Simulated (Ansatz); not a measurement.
A 3-atom cell of Li2O started from a crystallographic database (r2SCAN geometry), in Ansatz:

```cif
data_structure
_symmetry_space_group_name_H-M 'P 1'
_symmetry_Int_Tables_number 1
_cell_length_a 3.2334
_cell_length_b 3.2334
_cell_length_c 3.2334
_cell_angle_alpha 60.000
_cell_angle_beta 60.000
_cell_angle_gamma 60.000
_cell_volume 23.90
loop_
_atom_site_label
_atom_site_type_symbol
_atom_site_fract_x
_atom_site_fract_y
_atom_site_fract_z
_atom_site_occupancy
Li1 Li 0.25000 0.25000 0.25000 1
Li2 Li 0.75000 0.75000 0.75000 1
O1 O 0.00000 0.00000 0.00000 1
```

G0W0@PBE with 131 empty bands, a screening cutoff of 180 eV and a 6×6×6 mesh (PAW, contour deformation) gives 7.330 eV over the mesh points, from a PBE gap of 5.050 eV; it sums over 137 bands with 137 plane waves in the screening and a wave cutoff of 420 eV. The G0W0 figures hold for the stated bands, cutoff and mesh and aren't extrapolated. The values are computed, spin-unpolarised, and not measurements.

(1) Estimate the gap with starting point PBE0.

(2) Estimate the gap with starting point r2SCAN, with them a wave cutoff of 500 eV.

(3) Estimate the gap with empty bands 254, screening cutoff 260 eV.

(4) Another run gave a Kohn-Sham gap of 5.050 eV and a G0W0 gap of 7.264 eV, summing over 137 bands with 137 plane waves in the screening and a wave cutoff of 420 eV. What was changed?

Results:

(1) 8.395 eV (+1.065 eV), from a Kohn-Sham gap of 7.385 eV.

(2) 7.721 eV (+0.391 eV), from a Kohn-Sham gap of 5.767 eV.

(3) 7.458 eV (+0.128 eV), from a Kohn-Sham gap of 5.050 eV.

(4) Frequency model Godby-Needs pole. Only the quasiparticle gap differs.
